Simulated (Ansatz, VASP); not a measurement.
NaF in VASP and in Ansatz

```
Na F
1.0
     0.00000    2.38878    2.19768
     2.38878    0.00000    2.19768
     2.38878    2.38878    0.00000
Na F
1 1
Direct
  0.00000 0.00000 0.00000
  0.50000 0.50000 0.50000
```

Alike in both runs: task single point; functional r2SCAN; k mesh 10 × 10 × 10; occupations gaussian, width 0.05 eV; no spin polarisation.

```csv
,VASP,Ansatz
version,VASP 6.6.1,Ansatz 0.2.0
potentials or method,"VASP PAW PBE potentials, release 64 (Na_pv, F)","scalar-relativistic, plane waves, PAW"
plane-wave cutoff (eV),520,500
valence electrons in the cell,14,16
```

|  | VASP | Ansatz | Ansatz less VASP |
| --- | --- | --- | --- |
| gap on the k mesh at the Fermi level (eV) | 7.10 | 7.07 | -0.032 |
| least direct gap on the mesh (eV) | 7.10 | 7.07 | -0.032 |
| pressure (GPa) | -1.4 | -0.8 | +0.60 |
| largest component of the traceless stress (GPa) | 5.59 | 5.36 | -0.229 |

With one functional, cell and mesh, what is left measures potentials, basis and numerics. The two sets of potentials don't hold the same shells in valence.

Caveats: the PAW data sets were made with another functional, which shifts forces and pressure a little (VASP). A k mesh can miss the band edges. r2SCAN opens gaps a little over a GGA but as a rule still falls short of measured ones.
